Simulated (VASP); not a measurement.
# Zn3O4 (P6/mmm) in VASP: single point with PBE

Aim: the single point of Zn3O4 with PBE.

All numbers are computed with VASP 6.6.1; they aren't measurements. Logs are shortened: lines on timing, memory, paths and dates and some standing lists are left out, and cuts for length are marked.

## Step 1: The cell of the first run

Symmetry: P6/mmm, No. 191, hexagonal system. The conventional cell has a = 4.830 Å, b = 4.830 Å, c = 4.795 Å, α = 90.00°, β = 90.00°, γ = 120.00°. Zn (site symmetry mmm) is surrounded by 4 Zn at 2.41 Å and 8 O at 2.72 to 2.77 Å. Around O (site symmetry 6mm) lie 2 O at 2.30 to 2.50 Å. Around O (site symmetry -6m2) lie 6 Zn at 2.77 Å and 9 O at 2.79 to 3.02 Å.

The cell was built by a generator and needn't be a form met in nature.

## Step 2: Single point, PBE, collinear spin, typed start (species swapped into the Zr4Al3 type (P6/mmm, No. 191))

File INCAR:

```
SYSTEM = Zn3O4
PREC = Accurate ; ENCUT = 520
EDIFF = 1E-6 ; ISMEAR = 0
SIGMA = 0.1 ; LREAL = .False.
LASPH = .True. ; NELM = 150
ALGO = Fast ; ISIF = 2
LWAVE = .False. ; LCHARG = .False.
ISPIN = 2 ; MAGMOM = 0 0 0 1 1 1 1
LORBIT = 11 ; GGA = PE
NBANDS = 43
```

File KPOINTS:

```
regular mesh
0
Gamma
  6 6 4
  0 0 0
```

File POSCAR:

```
Zn3O4
1.0
    4.8298117500      0.0000000000      0.0000000000
   -2.4149058800      4.1827396700      0.0000000000
    0.0000000000      0.0000000000      4.7945086500
Zn O
3 4
Direct
    0.0000000000      0.5000000000      0.0000000000
    0.5000000000      0.0000000000      0.0000000000
    0.5000000000      0.5000000000      0.0000000000
    0.0000000000      0.0000000000      0.2603348200
    0.0000000000      0.0000000000      0.7396651800
    0.3333333300      0.6666666700      0.5000000000
    0.6666666700      0.3333333300      0.5000000000
```

Potentials or basis: VASP PAW PBE potentials, release 64 (Zn, O).

Run with:

```console
cat potpaw_PBE.64/Zn/POTCAR potpaw_PBE.64/O/POTCAR > POTCAR
mpirun -np 1 vasp_std > vasp.out
```

OUTCAR:

```text
SYSTEM = Zn3O4
   PREC = Accurate
   ENCUT = 520
   EDIFF = 1E-6
   ISMEAR = 0
   LREAL = .False.
   LASPH = .True.
   NELM = 150
   ISIF = 2
   ISPIN = 2
   LORBIT = 11
   GGA = PE

 ion  position               nearest neighbor table
   1  0.000  0.500  0.000-   2 2.41   2 2.41   3 2.41   3 2.41
   2  0.500  0.000  0.000-   1 2.41   1 2.41   3 2.41   3 2.41
   3  0.500  0.500  0.000-   1 2.41   1 2.41   2 2.41   2 2.41
   4  0.000  0.000  0.260-
   5  0.000  0.000  0.740-
   6  0.333  0.667  0.500-
   7  0.667  0.333  0.500-

  LATTYP: Found a hexagonal cell.
 ALAT       =     4.8298117500
 C/A-ratio  =     0.9926905847

  Lattice vectors:

 A1 = (   4.8298117500,   0.0000000000,   0.0000000000)
 A2 = (  -2.4149058800,   4.1827396700,   0.0000000000)
 A3 = (   0.0000000000,   0.0000000000,   4.7945086500)

Analysis of symmetry for initial positions (statically):
=====================================================================
 Subroutine PRICEL returns:
 Original cell was already a primitive cell.

 Routine SETGRP: Setting up the symmetry group for a
 hexagonal supercell.

 Subroutine GETGRP returns: Found 24 space group operations
 (whereof 24 operations were pure point group operations)
 out of a pool of 24 trial point group operations.

The static configuration has the point symmetry D_6h.

Analysis of symmetry for dynamics (positions and initial velocities):
=====================================================================
 Subroutine PRICEL returns:
 Original cell was already a primitive cell.

 Routine SETGRP: Setting up the symmetry group for a
 hexagonal supercell.

 Subroutine GETGRP returns: Found 24 space group operations
 (whereof 24 operations were pure point group operations)
 out of a pool of 24 trial point group operations.

The dynamic configuration has the point symmetry D_6h.

Analysis of structural, dynamic, and magnetic symmetry:
=====================================================================
 Subroutine PRICEL returns:
 Original cell was already a primitive cell.

 Routine SETGRP: Setting up the symmetry group for a
 hexagonal supercell.

 Subroutine GETGRP returns: Found 24 space group operations
 (whereof 24 operations were pure point group operations)
 out of a pool of 24 trial point group operations.

The overall configuration has the point symmetry D_6h.

 Subroutine INISYM returns: Found 24 space group operations
 (whereof 24 operations are pure point group operations),
 and found     1 'primitive' translations

----------------------------------------------------------------------------------------

                                     Primitive cell

  volume of cell :      96.8579

  direct lattice vectors                    reciprocal lattice vectors
     4.829811750  0.000000000  0.000000000     0.207047407  0.119538877  0.000000000
    -2.414905880  4.182739670  0.000000000     0.000000000  0.239077753  0.000000000
     0.000000000  0.000000000  4.794508650     0.000000000  0.000000000  0.208571946

  length of vectors
     4.829811750  4.829811752  4.794508650     0.239077753  0.239077753  0.208571946

  position of ions in fractional coordinates (direct lattice)
     0.000000000  0.500000000  0.000000000
     0.500000000  0.000000000  0.000000000
     0.500000000  0.500000000  0.000000000
     0.000000000  0.000000000  0.260334820
     0.000000000  0.000000000  0.739665180
     0.333333330  0.666666670  0.500000000
     0.666666670  0.333333330  0.500000000

  ion indices of the primitive-cell ions
   primitive index   ion index
                 1           1
                 2           2
                 3           3
                 4           4
                 5           5
                 6           6
                 7           7

[... 31 lines left out ...]
  0.500000 -0.000000  0.000000      3.000000
  0.166667  0.166667  0.000000      6.000000
  0.333333  0.166667  0.000000     12.000000
[... 13 lines left out ...]
  0.333333  0.166667  0.500000     12.000000
  0.333333  0.333333  0.500000      2.000000
   k-points           NKPTS =     21   k-points in BZ     NKDIM =     21   number of bands    NBANDS=     43
   number of dos      NEDOS =    301   number of ions     NIONS =      7
   total plane-waves  NPLWV =  46656
   dimension x,y,z NGX =    36 NGY =   36 NGZ =   36
   dimension x,y,z NGXF=    72 NGYF=   72 NGZF=   72
   ions per type =               3   4
   NGX,Y,Z   is equivalent  to a cutoff of  12.39, 12.39, 12.48 a.u.
   NGXF,Y,Z  is equivalent  to a cutoff of  24.78, 24.78, 24.97 a.u.
 SYSTEM =  Zn3O4
   PREC   = accura    normal or accurate (medium, high low for compatibility)
   ISTART =      0    job   : 0-new  1-cont  2-samecut
   ICHARG =      2    charge: 1-file 2-atom 10-const
   ISPIN  =      2    spin polarized calculation?
   LNONCOLLINEAR =      F non collinear calculations
   LSORBIT =      F    spin-orbit coupling
   LASPH  =      T    aspherical Exc in radial PAW
   ENCUT  =  520.0 eV  38.22 Ry    6.18 a.u.   8.98  8.98  8.91*2*pi/ulx,y,z
   NELM   =    150;   NELMIN=  2; NELMDL= -5     # of ELM steps
   EDIFF  = 0.1E-05   stopping-criterion for ELM
   LREAL  =      F    real-space projection
   EDIFFG = 0.1E-04   stopping-criterion for IOM
   NSW    =      0    number of steps for IOM
   IBRION =     -1    ionic relax: 0-MD 1-quasi-New 2-CG
   NFREE  =      0    steps in history (QN), initial steepest desc. (CG)
   ISIF   =      2    stress and relaxation
   ISYM   =      2    0-nonsym 1-usesym 2-fastsym
   POTIM  = 0.5000    time-step for ionic-motion
   TEBEG  =    0.0;   TEEND  =   0.0 temperature during run
   PSTRESS=    0.0 pullay stress
   NELECT =      60.0000    total number of electrons
   NUPDOWN=      -1.0000    fix difference up-down
   EMIN   =  10.00;   EMAX   =-10.00  energy-range for DOS
   EFERMI =   0.00;   METHOD = LEGACY
   ISMEAR =     0;   SIGMA  =   0.10  broadening in eV -4-tet -1-fermi 0-gaus
   EFERMI_NEDOS =   21; number of points for ismear=-14 and -15
   IALGO  =     68    algorithm
   IMIX   =      4    mixing-type and parameters
     AMIX     =   0.40;   BMIX     =  1.00
     AMIX_MAG =   1.60;   BMIX_MAG =  1.00
  volume/ion in A,a.u.               =      13.84        93.38
  Fermi-wavevector in a.u.,A,eV,Ry     =   1.395555  2.637216 26.498339  1.947573
  Thomas-Fermi vector in A             =   2.518995
   LORBIT       =     11    0 simple, 1 ext, 2 COOP (PROOUT), +10 PAW based schemes
   GGA     = PE    functional components
   LHFCALC =     F    Hartree Fock is set to
   AEXX    =    0.0000 exact exchange contribution
   IVDW    =     0    specifies the selected vdW correction
   LEPSILON=     F    determine dielectric tensor
   LRPA    =     F    only Hartree local field effects (RPA)
 spin polarized calculation
 RMM-DIIS sequential band-by-band and
 Gauss-broadening in eV      SIGMA  =   0.10
  energy-cutoff  :      520.00
  volume of cell :       96.86
 maximum number of plane-waves:      2646
 NGX is ok and might be reduce to    36
   NGX = 17   NGY = 17   NGZ = 17

 number of electron      60.0000038 magnetization       2.7830972

 Free energy of the ion-electron system (eV)
  ---------------------------------------------------
  ext. energy  EPLUGINS =         0.00000000
  ---------------------------------------------------
  free energy    TOTEN  =       -17.62522079 eV

  energy without entropy =      -17.60041621  energy(sigma->0) =      -17.61281850

 E-fermi :  -0.0553     XC(G=0): -10.3215

 val. band max:       -0.0563008221   @ k =   0.3333   0.0000   0.0000
 cond. band min:      -0.0530746972   @ k =   0.3333   0.1667   0.2500
 fundamental gap:      0.0032261249
 Fermi energy:        -0.0553113211

 spin component 1

 k-point     1 :       0.0000    0.0000    0.0000
  band No.  band energies     occupation
      1     -17.8018      1.00000
      2     -17.0284      1.00000
      3     -16.6479      1.00000
      4     -15.5122      1.00000
      5      -8.4111      1.00000
      6      -7.5021      1.00000
[... 934 lines left out ...]
     41      13.9283      0.00000
     42      14.2316      0.00000
 Fermi energy:        -0.0553113211

 spin component 2

 k-point     1 :       0.0000    0.0000    0.0000
  band No.  band energies     occupation
      1     -16.7576      1.00000
      2     -15.4676      1.00000
      3     -15.3044      1.00000
      4     -14.8729      1.00000
      5      -8.3777      1.00000
      6      -7.4902      1.00000
[... 934 lines left out ...]
     41      13.8778      0.00000
     42      13.9287      0.00000
 [bands above 42 left out]

------------------------ aborting loop because EDIFF is reached ----------------------------------------

  FORCE on cell =-STRESS in cart. coord.  units (eV):
  Direction    XX          YY          ZZ          XY          YZ          ZX
  --------------------------------------------------------------------------------------
  -------------------------------------------------------------------------------------
  Total       -0.6368014     -0.6368014    -16.8308877      0.0000000     -0.0000000      0.0000000
  in kB      -10.5336638    -10.5336638   -278.4084801      0.0000000     -0.0000000      0.0000000
  external PRESSURE =     -99.8252692 kB  Pullay stress =       0.0000000 kB

 VOLUME and BASIS-vectors are now :
 -----------------------------------------------------------------------------
  energy-cutoff  :      520.00
  volume of cell :       96.86
      direct lattice vectors                 reciprocal lattice vectors
     4.829811750  0.000000000  0.000000000     0.207047407  0.119538877  0.000000000
    -2.414905880  4.182739670  0.000000000     0.000000000  0.239077753  0.000000000
     0.000000000  0.000000000  4.794508650     0.000000000  0.000000000  0.208571946

 POSITION                                       TOTAL-FORCE (eV/Angst)
 -----------------------------------------------------------------------------------
     -1.20745      2.09137      0.00000        -0.000000      0.000000      0.000000
      2.41491      0.00000      0.00000        -0.000000      0.000000      0.000000
      1.20745      2.09137      0.00000        -0.000000      0.000000      0.000000
      0.00000      0.00000      1.24818        -0.000000     -0.000000     -0.583740
      0.00000      0.00000      3.54633        -0.000000      0.000000      0.583740
     -0.00000      2.78849      2.39725        -0.000000      0.000000      0.000000
      2.41491      1.39425      2.39725         0.000000     -0.000000     -0.000000
 -----------------------------------------------------------------------------------
    total drift:                                0.000000      0.000000     -0.000000

  FREE ENERGIE OF THE ION-ELECTRON SYSTEM (eV)
  ---------------------------------------------------
  free  energy   TOTEN  =       -17.6252207884 eV

  energy  without entropy=      -17.6004162135  energy(sigma->0) =      -17.61281850

 total charge

# of ion       s       p       d       tot
------------------------------------------
    1        0.564   0.320   9.766  10.650
    2        0.564   0.320   9.766  10.650
    3        0.564   0.320   9.766  10.650
    4        1.619   3.044   0.000   4.662
    5        1.619   3.044   0.000   4.662
    6        1.620   3.018   0.000   4.638
    7        1.620   3.018   0.000   4.638
--------------------------------------------------
tot          8.170  13.082  29.299  50.552

 magnetization (x)

# of ion       s       p       d       tot
------------------------------------------
    1        0.012  -0.007   0.004   0.008
    2        0.012  -0.007   0.004   0.008
    3        0.012  -0.007   0.004   0.008
    4        0.000   0.107   0.000   0.107
    5        0.000   0.107   0.000   0.107
    6        0.012   1.053   0.000   1.065
    7        0.012   1.053   0.000   1.065
--------------------------------------------------
tot          0.060   2.297   0.013   2.369
```

Wall time 2.1 min (1 thread of AMD EPYC 9R45 (Zen 5), shared host); peak memory 0.28 GiB.

What came out:

```
Free energy                                           : -17.6252 eV
Pressure                                              : -10.0 GPa
Largest force                                         : 0.584 eV/Å
Band gap on the k mesh                                : none (metal or under the smearing width)
Net moment                                            : 2.78 μB per cell
Site moments                                          : Zn +0.01; O +0.11, +1.06 μB
Valence electrons inside the program's atomic spheres : Zn 10.65; O 4.66, 4.64
```

Forces on the atoms (eV/Å):
```
Zn   0.000  0.000  0.000
Zn   0.000  0.000  0.000
Zn   0.000  0.000  0.000
O    0.000  0.000 -0.584
O    0.000  0.000  0.584
O    0.000  0.000  0.000
O    0.000  0.000  0.000
```

Stress tensor (GPa, compression positive):
```
 -1.05   0.00   0.00
  0.00  -1.05   0.00
  0.00   0.00 -27.84
```
